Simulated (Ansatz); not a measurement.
Mg2Si, DFT, PBEsol, all-electron LAPW, scalar-relativistic (Ansatz 0.2.0), run on 1 thread of Arm Neoverse V2 on a shared host.

The cell is COD entry 9009039, as deposited and not checked against the literature; nothing was relaxed. It differs from other determinations. The listed cell was then made from it by scaling, straining or moving an atom.

Command: `ansatz run input.yaml --threads 1 --pin off --max-ram 6144MiB --backend cpu --events-out ev --progress --plain --runs-dir out`

```yaml
crystal:
  lattice:
    - [0.0, 3.2370442952, 3.2370442952]
    - [3.2370442952, 0.0, 3.2370442952]
    - [3.2370442952, 3.2370442952, 0.0]
  atoms:
    - { symbol: Mg, position: [0.25, 0.25, 0.25] }
    - { symbol: Mg, position: [0.75, 0.75, 0.75] }
    - { symbol: Si, position: [0.0, 0.0, 0.0] }
kpoints:
  mp_grid: { grid: [9, 9, 9] }
  band_path:
    path:
      - [0.0, 0.0, 0.0]
      - [0.5, 0.0, 0.5]
      - [0.625, 0.25, 0.625]
      - [0.375, 0.375, 0.75]
      - [0.0, 0.0, 0.0]
      - [0.5, 0.5, 0.5]
      - [0.5, 0.25, 0.75]
      - [0.5, 0.0, 0.5]
    npoints: 5
scf:
  occupations: { method: fermi_dirac, width: 0.05 }
hamiltonian:
  xc: pbesol
  pseudopotentials: { kind: all_electron, lapw: { basis_error: 0.0005 } }
output:
  forces: true
  stress: true
  eigenvalues: true
```

Problem. How large is the problem that the program sets up?

Solution. 35 irreducible k-points, 307 plane waves at Γ, 20 bands.

Problem. About how long does it take, and how much memory does it use?

Solution. 7.3 s of wall time for 7 SCF iterations, with a peak of 0.27 GiB. Times on shared machines scatter by tens of per cent.
